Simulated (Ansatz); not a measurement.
ZnF2 with a Zn vacancy: field gradients at two levels of theory

Cell: a supercell of ZnF2 (rutile type, P4_2/mnm) built from a Materials Project structure (computed, not necessarily an observed phase), with the ions relaxed around the defect (PBE).

```xyz
35
Lattice="4.7029 4.7029 0.0000 -4.7029 4.7029 0.0000 0.0000 0.0000 9.3987" Properties=species:S:1:pos:R:3 pbc="T T T"
Zn    2.3515    2.3515    4.6074
Zn    2.3515    2.3515    7.9242
Zn   -2.3515    2.3515    1.5664
Zn   -2.3515    2.3515    4.6989
Zn   -2.3515    2.3515    7.8326
Zn    0.0000    0.0000   -0.0042
Zn    0.0000    0.0000    3.1371
Zn    0.0000    0.0000    6.2658
Zn    0.0000    4.7029    0.0600
Zn    0.0000    4.7029    3.0729
Zn    0.0000    4.7029    6.2658
F     3.3527    3.3527   -0.1274
F     3.3527    3.3527    3.2603
F     3.2528    3.2528    6.2658
F    -1.4352    3.2678   -0.0065
F    -1.4352    3.2678    3.1394
F    -1.4193    3.2837    6.2658
F    -0.9045    5.6074    1.5664
F    -0.9136    5.6165    4.6719
F    -0.9136    5.6165    7.8597
F    -0.9234    0.9234    1.5664
F    -0.9356    0.9356    4.7312
F    -0.9356    0.9356    7.8004
F     1.3503    1.3503   -0.1274
F     1.3503    1.3503    3.2603
F     1.4502    1.4502    6.2658
F     1.4352    6.1381   -0.0065
F     1.4352    6.1381    3.1394
F     1.4193    6.1222    6.2658
F     0.9045    3.7985    1.5664
F     0.9136    3.7894    4.6719
F     0.9136    3.7894    7.8597
F    -3.7796    3.7796    1.5664
F    -3.7673    3.7673    4.7312
F    -3.7673    3.7673    7.8004
```

Atoms are numbered from 1 in the order listed; like atoms form one site, named after its first atom.

First run. Level of theory: DFT, PBE, plane waves and PAW, scalar-relativistic, collinear spin, 420 eV cutoff, Γ-centred 3×3×2 k-points, Fermi–Dirac smearing 0.01 eV (Ansatz 0.2.0). Start moments as typed (μB): 0 0 0 0 0 0 0 0 0 0 0 0.5 0.5 0 0 0 0 0.5 0 0 0 0 0 0.5 0.5 0 0 0 0 0.5 0 0 0 0 0 by atom.

| site | atom | V_zz (10²¹ V/m²) | η | m (μB) |
| --- | --- | --- | --- | --- |
| Zn1 | 1 | -1.22 | 0.08 | 0.09 |
| Zn4 | 4 | 1.55 | 0.27 | 0.02 |
| Zn6 | 6 | -1.01 | 0.56 | 0.12 |
| Zn8 | 8 | -2.01 | 0.05 | 0.03 |
| Zn9 | 9 | 2.52 | 0.58 | 0.07 |
| Zn11 | 11 | 2.10 | 0.06 | 0.02 |
| F12 | 12 | 17.27 | 0.21 | 0.11 |
| F14 | 14 | -9.73 | 0.31 | 0.05 |
| F15 | 15 | -9.32 | 0.36 | 0.01 |
| F17 | 17 | -9.39 | 0.52 | 0.01 |
| F18 | 18 | -11.95 | 0.57 | 0.17 |
| F19 | 19 | -9.79 | 0.46 | 0.03 |
| F21 | 21 | -11.04 | 0.30 | 0.05 |
| F22 | 22 | -10.03 | 0.42 | 0.03 |

Second run. The same atoms and settings, except that the functional is r2SCAN and the cutoff is 500 eV.

Problem. What does the second run give?

Solution. 

```json
{"site": "Zn1", "atom": "1", "V_zz": "-1.97", "η": "0.09", "change of V_zz": "-0.75", "m (μB)": "0.09"}
{"site": "Zn4", "atom": "4", "V_zz": "1.64", "η": "0.21", "change of V_zz": "+0.09", "m (μB)": "0.02"}
{"site": "Zn6", "atom": "6", "V_zz": "-1.20", "η": "0.34", "change of V_zz": "-0.19", "m (μB)": "0.13"}
{"site": "Zn8", "atom": "8", "V_zz": "-2.11", "η": "0.10", "change of V_zz": "-0.10", "m (μB)": "0.02"}
{"site": "Zn9", "atom": "9", "V_zz": "2.83", "η": "0.76", "change of V_zz": "+0.31", "m (μB)": "0.07"}
{"site": "Zn11", "atom": "11", "V_zz": "2.21", "η": "0.03", "change of V_zz": "+0.11", "m (μB)": "0.02"}
{"site": "F12", "atom": "12", "V_zz": "17.44", "η": "0.18", "change of V_zz": "+0.17", "m (μB)": "0.12"}
{"site": "F14", "atom": "14", "V_zz": "-9.22", "η": "0.28", "change of V_zz": "+0.51", "m (μB)": "0.05"}
{"site": "F15", "atom": "15", "V_zz": "-8.67", "η": "0.33", "change of V_zz": "+0.65", "m (μB)": "0.01"}
{"site": "F17", "atom": "17", "V_zz": "-8.77", "η": "0.50", "change of V_zz": "+0.62", "m (μB)": "0.01"}
{"site": "F18", "atom": "18", "V_zz": "-12.09", "η": "0.83", "change of V_zz": "-0.14", "m (μB)": "0.19"}
{"site": "F19", "atom": "19", "V_zz": "-9.15", "η": "0.42", "change of V_zz": "+0.64", "m (μB)": "0.03"}
{"site": "F21", "atom": "21", "V_zz": "-10.53", "η": "0.28", "change of V_zz": "+0.51", "m (μB)": "0.05"}
{"site": "F22", "atom": "22", "V_zz": "-9.50", "η": "0.37", "change of V_zz": "+0.53", "m (μB)": "0.03"}
```

The largest change of V_zz is on Zn1, from -1.22 to -1.97. The whole tensor moves most on F18, by 1.70 along its most changed direction. In per cent, |V_zz| changes by +5 to +12 on Zn, -7 to +1 on F (all sites that start above 2). Where |V_zz| stays above 0.1 and the axes keep their order, η moves most on F18, from 0.57 to 0.83. On Zn1, Zn6 V_xx and V_yy change places (or their axes turn by over 50°), so the two values of η hide a larger change. The table leaves out 1 of the 15 sites, with |V_zz| up to 1.53; their tensors move by 0.08 at most along any direction. The statements above cover all sites.

The defect repeats with the cell of 35 atoms, so it feels its images: sites between two images don't show the values beside a lone defect, and zeros or small values of η there can come from the images' arrangement. F and Zn carry a gradient in the pure host already, so the values there aren't the defect's effect alone. The relaxation keeps the symmetry of the vacancy's site, so distortions that break it, Jahn–Teller ones too, aren't explored. The defect cell has no gap above 0.1 eV on its mesh, so the values can hang on the smearing and the k-mesh.
For the second run: The program didn't check the stability of this electronic state in full, so a lower one may lie near. With these PAW files V_zz is typically within 2 to 3 % of all-electron values, but misses above 10 % occur on Zn.
